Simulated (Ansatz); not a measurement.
Computed with DFT PBE, scalar-relativistic, plane waves, PAW in Ansatz 0.2.0. All cells share a 420 eV cutoff and Γ-centred k meshes spaced at most about 0.3 Å⁻¹ (about 0.25 or finer for metals, 2π included). No spin polarisation.

Temperature and zero-point effects are left out.

Two relaxed structures of MgSn6N:

A.

```cif
data_structure
_symmetry_space_group_name_H-M 'P4/mmm'
_symmetry_Int_Tables_number 123
_cell_length_a 3.1435
_cell_length_b 3.1435
_cell_length_c 19.4504
_cell_angle_alpha 90.000
_cell_angle_beta 90.000
_cell_angle_gamma 90.000
_cell_volume 192.20
loop_
_atom_site_label
_atom_site_type_symbol
_atom_site_symmetry_multiplicity
_atom_site_Wyckoff_symbol
_atom_site_fract_x
_atom_site_fract_y
_atom_site_fract_z
_atom_site_occupancy
Mg1 Mg 1 a 0.00000 0.00000 0.00000 1
Sn1 Sn 2 h 0.50000 0.50000 0.58280 1
Sn2 Sn 2 h 0.50000 0.50000 0.12090 1
Sn3 Sn 2 g 0.00000 0.00000 0.72396 1
N1 N 1 c 0.50000 0.50000 0.00000 1
```

B.

```cif
data_structure
_symmetry_space_group_name_H-M 'P312'
_symmetry_Int_Tables_number 149
_cell_length_a 7.0511
_cell_length_b 7.0511
_cell_length_c 4.8090
_cell_angle_alpha 90.000
_cell_angle_beta 90.000
_cell_angle_gamma 120.000
_cell_volume 207.06
loop_
_atom_site_label
_atom_site_type_symbol
_atom_site_symmetry_multiplicity
_atom_site_Wyckoff_symbol
_atom_site_fract_x
_atom_site_fract_y
_atom_site_fract_z
_atom_site_occupancy
Mg1 Mg 1 d 0.33333 0.66667 0.50000 1
Sn1 Sn 6 l 0.96166 0.66997 0.76667 1
N1 N 1 a 0.00000 0.00000 0.00000 1
```

Question: Which form is favoured at zero pressure, and by what margin per atom?

Answer: A is lower, by 0.32 eV/atom. A has space group P4/mmm (No. 123), 24.0 Å³/atom and no gap on its mesh; B has space group P312 (No. 149), 25.9 Å³/atom and no gap. The denser one is the lower, and pressure would at first widen the difference. In A, Mg has 4 N at 2.22 Å; Sn on its first site is surrounded by 5 Sn at 3.14–3.22 Å and 4 Sn at 3.53 Å; N is surrounded by 4 Mg at 2.22 Å and 2 Sn at 2.35 Å; 2 more sites not described. In B, Mg has 6 Sn at 2.93 Å; Sn is surrounded by 1 N at 2.47 Å, 1 Sn at 2.87 Å and 1 Mg at 2.93 Å; N is surrounded by 6 Sn at 2.47 Å. Both come from invented guesses.

Cells relaxed within their symmetry can be saddle points.
